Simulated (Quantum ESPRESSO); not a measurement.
**Co in Quantum ESPRESSO: convergence with smearing width**

Input of the first run (smearing width 0.5 eV); the others differ in this setting and in those tied to it:

File pw.in:

```
&CONTROL
  calculation = 'scf'
  prefix = 'pwscf'
  outdir = './tmp'
  pseudo_dir = './pseudo'
  tprnfor = .true.
  tstress = .true.
  disk_io = 'nowf'
/
&SYSTEM
  ibrav = 0
  nat = 2
  ntyp = 1
  ecutwfc = 56
  ecutrho = 448
  nbnd = 28
  occupations = 'smearing'
  smearing = 'mp'
  degauss = 0.03674932
  nspin = 2
  starting_magnetization(1) = 0.1176
/
&ELECTRONS
  conv_thr = 4d-10
  electron_maxstep = 120
  mixing_beta = 0.3
/
ATOMIC_SPECIES
Co    58.9332 co_pbesol_v1.2.uspp.F.UPF
CELL_PARAMETERS angstrom
   2.4873648738    0.0000000000    0.0000000000
  -1.2436824369    2.1541211692    0.0000000000
   0.0000000000    0.0000000000    4.0632895034
ATOMIC_POSITIONS crystal
Co     0.3333333333    0.6666666667    0.7401390000
Co     0.6666666667    0.3333333333    0.2598610000
K_POINTS automatic
10 10 6 0 0 0
```

Potentials or basis: GBRV 1.5 PBEsol.

Launch:

```console
$ OMP_NUM_THREADS=1 pw.x -in pw.in > pw.out
```

Hardware: 1 thread of Arm Neoverse V1, on a shared host.

Q: The values tried are 0.5 eV, 0.3 eV, 0.2 eV, 0.136 eV, 0.1 eV, 0.05 eV, 0.025 eV, 0.01 eV, loosest first. From which on does the absolute moment stay within 0.02 μB of the tightest run that finished?

A: From 0.3 eV on.

```
smearing width  energy less the tightest run, at zero smearing (meV/atom)  pressure (GPa)  largest force (eV/Å)  absolute moment (μB)  SCF cycles  CPU time (s)  peak memory (GiB)
        0.5 eV                                                      -2.53           -9.09                 0.483                  3.74          12            77               0.17
        0.3 eV                                                      -1.81           -9.19                 0.430                  3.70          12            77               0.17
        0.2 eV                                                      -0.93           -9.14                 0.423                  3.69          12            77               0.17
      0.136 eV                                                      -0.44           -9.10                 0.425                  3.69          12            76               0.17
        0.1 eV                                                      -0.26           -9.07                 0.425                  3.70          12            76               0.17
       0.05 eV                                                      -0.09           -9.00                 0.418                  3.70          12            76               0.17
      0.025 eV                                                      -0.01           -9.00                 0.412                  3.70          12            77               0.17
       0.01 eV                                                       0.00           -9.00                 0.404                  3.70          12            76               0.17
```

Against the tightest run, the energy stays within 1 meV/atom from 0.2 eV on; the pressure stays within 0.1 GPa from 0.136 eV on. Not settled before the last step: the largest force (to 0.005 eV/Å). Narrower smearing needs a denser k mesh, so at a fixed mesh the narrowest width isn't the most accurate. The tightest run that finished is the yardstick and may itself not be fully converged.
